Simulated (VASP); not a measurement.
A run of VASP 6.6.1:

Contents of run.py:

```python
from ase.calculators.vasp import Vasp
from ase.dft.bandgap import bandgap
from ase.io import read

atoms = read('Zn.cif')
calc = Vasp(
    directory='calc',
    xc='rpbe',
    pp='PBE',
    setups='materialsproject',
    prec='Accurate',
    encut=520,
    ediff=1e-06,
    ismear=0,
    sigma=0.1,
    lreal=False,
    lasph=True,
    nelm=80,
    algo='Normal',
    isif=2,
    lwave=False,
    lcharg=True,
    lelf=True,
    lvhar=True,
    kpts=[12, 12, 12],
    gamma=True,
)
atoms.calc = calc

print('energy (eV):', atoms.get_potential_energy())
print('free energy (eV):', atoms.get_potential_energy(force_consistent=True))
print('forces (eV/A):')
print(atoms.get_forces())
print('stress (eV/A^3, Voigt):', atoms.get_stress())
print('Fermi level (eV):', calc.get_fermi_level())
gap, top, bottom = bandgap(calc)
print('band gap (eV):', gap, 'from (spin, k, band)', top, 'to', bottom)
```

File Zn.cif:

```cif
data_Zn
_cell_length_a 2.71765180
_cell_length_b 2.71765180
_cell_length_c 2.71765180
_cell_angle_alpha 109.47122063
_cell_angle_beta 109.47122063
_cell_angle_gamma 109.47122063
_space_group_name_H-M_alt 'P1'
_space_group_name_Hall 'P 1'
_space_group_IT_number 1
loop_
_space_group_symop_operation_xyz
'x,y,z'
loop_
_atom_site_label
_atom_site_type_symbol
_atom_site_symmetry_multiplicity
_atom_site_Wyckoff_symbol
_atom_site_fract_x
_atom_site_fract_y
_atom_site_fract_z
_atom_site_occupancy
Zn1 Zn 1 a 0.0000000000 0.0000000000 0.0000000000 1
```

Potentials or basis: VASP PAW PBE potentials, release 64 (Zn).

Launch:

```bash
$ python run.py
```

Hardware: 1 thread of AMD EPYC 7R43 64-Core Processor (Zen 3), with other jobs on the host.

Task: How long does it take, and how much memory?

Result: Wall time 14 s on 1 thread of AMD EPYC 7R43 64-Core Processor (Zen 3), with other jobs on the host, peak memory 0.09 GiB. Counts: scf iterations 11, k points 72.
